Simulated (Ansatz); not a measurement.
Si2Mo:

```
Mo Si
1.0
    -1.60000    1.60000    3.93050
     1.60000   -1.60000    3.93050
     1.60000    1.60000   -3.93050
Mo Si
1 2
Direct
  0.00000 0.00000 0.00000
  0.66700 0.66700 0.00000
  0.33300 0.33300 0.00000
```

Base run:

```yaml
Program: Ansatz 0.2.0
Functional: PBE
Potentials_or_basis: Ansatz PAW
Cutoff: "420 eV (not typed: the program's choice for these potentials)"
k_mesh: 12 × 12 × 12
Occupations: fermi-dirac, width 0.05 eV
Spin: no spin polarisation
Hubbard_terms: Mo d U = 2 eV
```

Its results: band gap on the k mesh none (metal or under the smearing width); pressure 1.7 GPa; largest force 0.406 eV/Å.

Task: The run is repeated on the same cell with these changes: hubbard terms from Mo d U = 2 eV to none; hubbard projectors from ortho-atomic (the default) to none. What comes out?

Result: Band gap on the k mesh none (metal or under the smearing width); pressure 2.2 GPa; largest force 0.279 eV/Å.

Caveats: U without spin polarisation on a metal has little footing (some runs); the U is typed as a test and isn't derived for this compound (some runs); the density of states is complete only up to the lowest level of the last band computed (some runs).
